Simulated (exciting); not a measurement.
# GaN (F-43m) in exciting: settings compared, part 2 of 2

exciting (release sodium).

**3. Wannier functions, LDA**

Contents of input.xml:

```xml
<input>
  <title>GaN</title>
  <structure speciespath="./" tshift="false">
    <crystal scale="1">
      <basevect>0.000000000000 4.258498969853 4.258498969853</basevect>
      <basevect>4.258498969853 0.000000000000 4.258498969853</basevect>
      <basevect>4.258498969853 4.258498969853 0.000000000000</basevect>
    </crystal>
    <species speciesfile="Ga.xml" rmt="2">
      <atom coord="0.000000000000 0.000000000000 0.000000000000"/>
    </species>
    <species speciesfile="N.xml" rmt="1.45">
      <atom coord="0.250000000000 0.250000000000 0.250000000000"/>
    </species>
  </structure>
  <groundstate do="fromscratch" ngridk="9 9 9" rgkmax="6" gmaxvr="14" lmaxapw="10" lmaxmat="10" lmaxvr="8" xctype="LDA_PW" stype="Gaussian" swidth="0.00018375" nempty="10" ValenceRelativity="iora*" epsengy="1e-05" epspot="1e-05" maxscl="60" outputlevel="normal"/>
  <properties>
    <wannier do="fromscratch">
      <group fst="7" lst="9" method="opfmax"/>
    </wannier>
  </properties>
</input>
```

Potentials or basis: all-electron LAPW+lo, shipped species files, valence relativity iora*.

Started as:

```bash
OMP_NUM_THREADS=1 exciting_smp
```

INFO.OUT:

```text
================================================================================
EXCITING SODIUM started
[... 10 lines left out ...]

 Lattice vectors (cartesian) :
      0.0000000000      4.2584989699      4.2584989699
      4.2584989699      0.0000000000      4.2584989699
      4.2584989699      4.2584989699      0.0000000000

 Reciprocal lattice vectors (cartesian) :
     -0.7377230042      0.7377230042      0.7377230042
      0.7377230042     -0.7377230042      0.7377230042
      0.7377230042      0.7377230042     -0.7377230042

 Unit cell volume                           :     154.4541690141
 Brillouin zone volume                      :       1.6059793985

 Species :    1 (Ga)
     parameters loaded from                 :    Ga.xml
     name                                   :    gallium
     nuclear charge                         :     -31.00000000
     electronic charge                      :      31.00000000
     atomic mass                            :  127097.25380000
     muffin-tin radius                      :       2.00000000
     # of radial points in muffin-tin       :     350

     atomic positions (lattice) :
       1 :   0.00000000  0.00000000  0.00000000

 Species :    2 (N)
[... 39 lines left out ...]
 Total valence charge                       :      18.00000000

 Number of empty states                     :      10
 Total number of valence states             :      20

 Maximum Hamiltonian size                   :     212
 Maximum number of plane-waves              :     194
 Total number of local-orbitals             :      18

 Exchange-correlation type                  :       3
     Perdew-Wang, Phys. Rev. B 45, 13244 (1992)

 Smearing scheme                            :    Gaussian
 Smearing width                             :       0.00018375

 Using multisecant Broyden potential mixing
[... 16 lines left out ...]
+ SCF iteration number :    1                                                  +
++++++++++++++++++++++++++++++++++++++++++++++++++++++++++++++++++++++++++++++++
 Total energy                               :     -1993.25017994
 _______________________________________________________________
 Fermi energy                               :         0.19738654
 Kinetic energy                             :      2035.24982792
 Coulomb energy                             :     -3948.95735206
 Exchange energy                            :       -76.27673370
 Correlation energy                         :        -3.26592210
[... 366 lines left out ...]
 RMS change in effective potential (target) :  0.473973E-09  ( 0.100000E-04)
 Absolute change in total energy   (target) :  0.470412E-06  ( 0.100000E-04)
 Charge distance                   (target) :  0.588526E-09  ( 0.100000E-04)

++++++++++++++++++++++++++++++++++++++++++++++++++++++++++++++++++++++++++++++++
| Convergency criteria checked for the last 2 iterations                       +
| Convergence targets achieved. Performing final SCF iteration                 +
++++++++++++++++++++++++++++++++++++++++++++++++++++++++++++++++++++++++++++++++
 Total energy                               :     -1995.76270979
 _______________________________________________________________
 Fermi energy                               :         0.24994394
 Kinetic energy                             :      2033.04578022
 Coulomb energy                             :     -3949.40893334
 Exchange energy                            :       -76.14220493
 Correlation energy                         :        -3.25735174
[... 14 lines left out ...]
 Estimated fundamental gap                  :         0.06308856
        valence-band maximum at    1      0.0000  0.0000  0.0000
     conduction-band minimum at    1      0.0000  0.0000  0.0000

++++++++++++++++++++++++++++++++++++++++++++++++++++++++++++++++++++++++++++++++
[... 9 lines left out ...]
| EXCITING SODIUM stopped                                                      =
================================================================================
```

WANNIER_INFO.OUT:

```text
********************************************************************************
* Brillouin zone neighbors for k-gradient                                      *
********************************************************************************

[... 82 lines left out ...]
   2       0.3051    0.2497    0.2226       6.0557    5.9350    0.0044    0.1163
   3       0.2226    0.2497    0.3051       6.0557    5.9350    0.0044    0.1163
================================================================================
                                  total:   18.1672   17.8051    0.0133    0.3488
                                average:    6.0557    5.9350    0.0044    0.1163
```

It took 44 s on 1 thread of AMD EPYC 7R13 (Zen 3), shared host; peak memory 0.92 GiB.

Results:

```
Band gap on the k mesh                            : 1.72 eV, direct
All electrons inside the program's atomic spheres : Ga 28.91; N 5.45 (radii Ga 2.0, N 1.45 bohr)
Total Wannier spread                              : 5.09 Å² over 3 functions
```

Wannier centres (Å) and spreads (Å²):
| function | x | y | z | spread |
| --- | --- | --- | --- | --- |
| 1 | 1.064 | 1.003 | 1.064 | 1.696 |
| 2 | 1.064 | 1.189 | 1.250 | 1.696 |
| 3 | 1.250 | 1.189 | 1.064 | 1.696 |

**4. Wannier functions, LDA**

Changes to input.xml since step 3:

```diff
@@ -15,3 +15,3 @@
   </structure>
-  <groundstate do="fromscratch" ngridk="9 9 9" rgkmax="6" gmaxvr="14" lmaxapw="10" lmaxmat="10" lmaxvr="8" xctype="LDA_PW" stype="Gaussian" swidth="0.00018375" nempty="10" ValenceRelativity="iora*" epsengy="1e-05" epspot="1e-05" maxscl="60" outputlevel="normal"/>
+  <groundstate do="fromscratch" ngridk="5 5 5" rgkmax="6" gmaxvr="14" lmaxapw="10" lmaxmat="10" lmaxvr="8" xctype="LDA_PW" stype="Gaussian" swidth="0.00018375" nempty="10" ValenceRelativity="iora*" epsengy="1e-05" epspot="1e-05" maxscl="60" outputlevel="normal"/>
   <properties>
```

Potentials or basis: all-electron LAPW+lo, shipped species files, valence relativity iora*.

Started as:

```bash
OMP_NUM_THREADS=1 exciting_smp
```

INFO.OUT:

```text
================================================================================
EXCITING SODIUM started
[... 10 lines left out ...]

 Lattice vectors (cartesian) :
      0.0000000000      4.2584989699      4.2584989699
      4.2584989699      0.0000000000      4.2584989699
      4.2584989699      4.2584989699      0.0000000000

 Reciprocal lattice vectors (cartesian) :
     -0.7377230042      0.7377230042      0.7377230042
      0.7377230042     -0.7377230042      0.7377230042
      0.7377230042      0.7377230042     -0.7377230042

 Unit cell volume                           :     154.4541690141
 Brillouin zone volume                      :       1.6059793985

 Species :    1 (Ga)
[... 88 lines left out ...]
 Kinetic energy                             :      2035.25114525
 Coulomb energy                             :     -3948.95759125
 Exchange energy                            :       -76.27725750
 Correlation energy                         :        -3.26594930
[... 366 lines left out ...]
 RMS change in effective potential (target) :  0.672343E-09  ( 0.100000E-04)
 Absolute change in total energy   (target) :  0.496487E-06  ( 0.100000E-04)
 Charge distance                   (target) :  0.657239E-09  ( 0.100000E-04)

++++++++++++++++++++++++++++++++++++++++++++++++++++++++++++++++++++++++++++++++
| Convergency criteria checked for the last 2 iterations                       +
| Convergence targets achieved. Performing final SCF iteration                 +
++++++++++++++++++++++++++++++++++++++++++++++++++++++++++++++++++++++++++++++++
 Total energy                               :     -1995.76198884
 _______________________________________________________________
 Fermi energy                               :         0.25028835
 Kinetic energy                             :      2033.04386735
 Coulomb energy                             :     -3949.40560241
 Exchange energy                            :       -76.14285924
 Correlation energy                         :        -3.25739453
[... 14 lines left out ...]
 Estimated fundamental gap                  :         0.06280945
        valence-band maximum at    1      0.0000  0.0000  0.0000
     conduction-band minimum at    1      0.0000  0.0000  0.0000

++++++++++++++++++++++++++++++++++++++++++++++++++++++++++++++++++++++++++++++++
[... 9 lines left out ...]
| EXCITING SODIUM stopped                                                      =
================================================================================
```

WANNIER_INFO.OUT:

```text
********************************************************************************
* Brillouin zone neighbors for k-gradient                                      *
********************************************************************************

[... 82 lines left out ...]
   2       0.3040    0.2491    0.2235       5.5107    5.3847    0.0042    0.1217
   3       0.2235    0.2491    0.3040       5.5107    5.3847    0.0042    0.1217
================================================================================
                                  total:   16.5320   16.1542    0.0126    0.3651
                                average:    5.5107    5.3847    0.0042    0.1217
```

It took 25 s on 1 thread of AMD EPYC 7R43 (Zen 3), shared host; peak memory 0.16 GiB.

What came out:

| Item | Value |
| --- | --- |
| Band gap on the k mesh | 1.71 eV, direct |
| All electrons inside the program's atomic spheres | Ga 28.91; N 5.45 (radii Ga 2.0, N 1.45 bohr) |
| Total Wannier spread | 4.63 Å² over 3 functions |

Levels at points of the mesh, in eV from the valence-band top:
```
           k point  band 5  band 6  band 7  band 8  band 9  band 10  band 11  band 12  band 13  band 14
(0.00, 0.00, 0.00)  -13.30  -13.30    0.00    0.00    0.00     1.71    10.10    10.10    10.10    17.29
```

Wannier centres (Å) and spreads (Å²):
| function | x | y | z | spread |
| --- | --- | --- | --- | --- |
| 1 | 1.065 | 1.007 | 1.065 | 1.543 |
| 2 | 1.065 | 1.189 | 1.246 | 1.543 |
| 3 | 1.246 | 1.189 | 1.065 | 1.543 |

Caveat: the k mesh is coarse (spacing up to 0.48 Å⁻¹), so the values aren't converged.

**5. TDDFT spectrum, LDA**

Contents of input.xml:

```xml
<input>
  <title>GaN</title>
  <structure speciespath="./" tshift="false">
    <crystal scale="1">
      <basevect>0.000000000000 4.258498969853 4.258498969853</basevect>
      <basevect>4.258498969853 0.000000000000 4.258498969853</basevect>
      <basevect>4.258498969853 4.258498969853 0.000000000000</basevect>
    </crystal>
    <species speciesfile="Ga.xml" rmt="2">
      <atom coord="0.000000000000 0.000000000000 0.000000000000"/>
    </species>
    <species speciesfile="N.xml" rmt="1.45">
      <atom coord="0.250000000000 0.250000000000 0.250000000000"/>
    </species>
  </structure>
  <groundstate do="fromscratch" ngridk="7 7 7" rgkmax="6" gmaxvr="14" lmaxapw="10" lmaxmat="10" lmaxvr="8" xctype="LDA_PW" stype="Gaussian" swidth="0.00018375" nempty="10" ValenceRelativity="iora*" epsengy="1e-05" epspot="1e-05" maxscl="60" outputlevel="normal"/>
  <xs xstype="TDDFT" ngridk="8 8 8" vkloff="0.097 0.273 0.493" nempty="30" gqmax="2" broad="0.007" scissor="0.018375" tevout="true">
    <energywindow intv="0 0.7" points="250"/>
    <tddft fxctype="LRCstatic" alphalrc="1"/>
    <qpointset>
      <qpoint>0 0 0</qpoint>
    </qpointset>
  </xs>
</input>
```

Potentials or basis: all-electron LAPW+lo, shipped species files, valence relativity iora*.

Started as:

```bash
OMP_NUM_THREADS=1 exciting_smp
```

INFO.OUT:

```text
================================================================================
EXCITING SODIUM started
[... 10 lines left out ...]

 Lattice vectors (cartesian) :
      0.0000000000      4.2584989699      4.2584989699
      4.2584989699      0.0000000000      4.2584989699
      4.2584989699      4.2584989699      0.0000000000

 Reciprocal lattice vectors (cartesian) :
     -0.7377230042      0.7377230042      0.7377230042
      0.7377230042     -0.7377230042      0.7377230042
      0.7377230042      0.7377230042     -0.7377230042

 Unit cell volume                           :     154.4541690141
 Brillouin zone volume                      :       1.6059793985

 Species :    1 (Ga)
     parameters loaded from                 :    Ga.xml
     name                                   :    gallium
     nuclear charge                         :     -31.00000000
     electronic charge                      :      31.00000000
     atomic mass                            :  127097.25380000
     muffin-tin radius                      :       2.00000000
     # of radial points in muffin-tin       :     350

     atomic positions (lattice) :
       1 :   0.00000000  0.00000000  0.00000000

 Species :    2 (N)
[... 39 lines left out ...]
 Total valence charge                       :      18.00000000

 Number of empty states                     :      10
 Total number of valence states             :      20

 Maximum Hamiltonian size                   :     211
 Maximum number of plane-waves              :     193
 Total number of local-orbitals             :      18

 Exchange-correlation type                  :       3
     Perdew-Wang, Phys. Rev. B 45, 13244 (1992)

 Smearing scheme                            :    Gaussian
 Smearing width                             :       0.00018375

 Using multisecant Broyden potential mixing
[... 16 lines left out ...]
+ SCF iteration number :    1                                                  +
++++++++++++++++++++++++++++++++++++++++++++++++++++++++++++++++++++++++++++++++
 Total energy                               :     -1993.25022810
 _______________________________________________________________
 Fermi energy                               :         0.19738654
 Kinetic energy                             :      2035.24995616
 Coulomb energy                             :     -3948.95749866
 Exchange energy                            :       -76.27676234
 Correlation energy                         :        -3.26592327
[... 366 lines left out ...]
 RMS change in effective potential (target) :  0.437209E-09  ( 0.100000E-04)
 Absolute change in total energy   (target) :  0.378266E-06  ( 0.100000E-04)
 Charge distance                   (target) :  0.487801E-09  ( 0.100000E-04)

++++++++++++++++++++++++++++++++++++++++++++++++++++++++++++++++++++++++++++++++
| Convergency criteria checked for the last 2 iterations                       +
| Convergence targets achieved. Performing final SCF iteration                 +
++++++++++++++++++++++++++++++++++++++++++++++++++++++++++++++++++++++++++++++++
 Total energy                               :     -1995.76261948
 _______________________________________________________________
 Fermi energy                               :         0.24998131
 Kinetic energy                             :      2033.04549866
 Coulomb energy                             :     -3949.40848822
 Exchange energy                            :       -76.14227364
 Correlation energy                         :        -3.25735628
[... 14 lines left out ...]
 Estimated fundamental gap                  :         0.06305950
        valence-band maximum at    1      0.0000  0.0000  0.0000
     conduction-band minimum at    1      0.0000  0.0000  0.0000

++++++++++++++++++++++++++++++++++++++++++++++++++++++++++++++++++++++++++++++++
[... 9 lines left out ...]
| EXCITING SODIUM stopped                                                      =
================================================================================
```

INFOXS.OUT:

```text
================================================================================
| EXCITING SODIUM started for task xsgeneigvec ( 301)                          =
[... 59 lines left out ...]
Info(idf): TDDFT linear optics finished for q - point:       1
Info(idf): TDDFT linear optics finished
Info(xsfinit): task Nr.     350 stopped gracefully

================================================================================
= EXCITING SODIUM stopped for task    350                                      =
================================================================================
```

It took 2.7 min on 1 thread of AMD EPYC 7R43 (Zen 3), shared host; peak memory 0.34 GiB.

Results:

```
Band gap on the k mesh                            : 1.72 eV, direct
All electrons inside the program's atomic spheres : Ga 28.91; N 5.45 (radii Ga 2.0, N 1.45 bohr)
```

Dielectric function (mean over the directions given):
| energy (eV) | real part | imaginary part |
| --- | --- | --- |
| 0.30 | 8.22 | 0.03 |
| 0.91 | 8.45 | 0.12 |
| 1.52 | 9.02 | 0.27 |
| 2.21 | 10.66 | 1.01 |
| 2.82 | 10.26 | 3.65 |
| 3.50 | 9.16 | 4.16 |
| 4.11 | 8.72 | 5.74 |
| 4.80 | 8.87 | 7.05 |
| 5.41 | 8.21 | 9.39 |
| 6.10 | 3.70 | 11.99 |
| 6.70 | 0.64 | 10.76 |
| 7.31 | -1.38 | 8.35 |
| 8.00 | -1.74 | 5.66 |
| 8.61 | -0.26 | 3.74 |
| 9.30 | -0.03 | 6.26 |
| 9.90 | -1.20 | 4.68 |
| 10.59 | -0.99 | 3.52 |
| 11.20 | -0.55 | 3.73 |
| 11.89 | -1.54 | 4.20 |
| 12.50 | -2.08 | 3.02 |
| 13.11 | -1.86 | 2.17 |
| 13.79 | -1.49 | 1.59 |
| 14.40 | -1.33 | 1.25 |
| 15.09 | -1.04 | 0.91 |
| 15.70 | -0.71 | 0.75 |
| 16.38 | -0.50 | 0.71 |
| 16.99 | -0.33 | 0.63 |
| 17.68 | -0.17 | 0.62 |
| 18.29 | -0.07 | 0.61 |
| 18.97 | -0.05 | 0.57 |

Caveat: the kernel's parameter is a trial value, not fitted to this crystal; the scissor shift is a trial value, not fitted to this crystal; spectra need much finer meshes, so this one isn't converged.

**6. Overview**

```tsv
task	level	potentials or basis	k mesh	q or response mesh	lmaxapw (and lmaxmat)	valence relativity	epspot	method	mesh quality	gap on the mesh (eV)
phonons	PBEsol	all-electron LAPW+lo, shipped species files, valence relativity zora	6 × 6 × 6	1 × 1 × 1	8	zora	1e-07 Ha	-	not flagged	1.66
Wannier functions	LDA	all-electron LAPW+lo, shipped species files, valence relativity iora*	9 × 9 × 9	-	10	iora*	1e-05 Ha	opfmax	not flagged	1.72
Wannier functions	LDA	all-electron LAPW+lo, shipped species files, valence relativity iora*	5 × 5 × 5	-	10	iora*	1e-05 Ha	opfmax	coarse	1.71
TDDFT spectrum	LDA	all-electron LAPW+lo, shipped species files, valence relativity iora*	7 × 7 × 7	8 × 8 × 8	10	iora*	1e-05 Ha	-	not flagged	1.72
```

Alike in all rows: no spin polarisation; cell as given; smearing gaussian 0.005 eV; rgkmax 6.

Caveats: some runs use coarse meshes; imaginary frequencies would show as zero here, so a zero away from Γ can hide an instability (some runs); at Γ the modes are those without the macroscopic field, so the longitudinal optical ones aren't split off (some runs); the kernel's parameter is a trial value, not fitted to this crystal (some runs); the scissor shift is a trial value, not fitted to this crystal (some runs); spectra need much finer meshes, so this one isn't converged (some runs).

Compare energies only between runs with the same functional and basis.

**7. Comparison with measurements**

Step 2. Against the measured gap of GaN, 3.299 eV (direct; 0 K; a printed reference work, textbook), the calculated 1.66 eV is off by -1.64 eV. Spin-orbit coupling on Ga is left out. The value is that of PBEsol, without temperature or zero-point motion. Semilocal functionals fall short of measured gaps as a rule. The cell is a database's relaxed one, not the measured one, which moves gaps too.

Step 3. Measured gap of GaN: 3.299 eV (direct; 0 K; a printed reference work, textbook). This calculation gives 1.72 eV (-1.58 eV). Spin-orbit coupling on Ga is left out. The value is that of LDA, without temperature or zero-point motion. Semilocal functionals fall short of measured gaps as a rule. The cell is a database's relaxed one, not the measured one, which moves gaps too.

Step 5. Measured gap of GaN: 3.299 eV (direct; 0 K; a printed reference work, textbook). This calculation gives 1.72 eV (-1.58 eV). Spin-orbit coupling on Ga is left out. The value is that of LDA, without temperature or zero-point motion. Semilocal functionals fall short of measured gaps as a rule. The cell is a database's relaxed one, not the measured one, which moves gaps too.
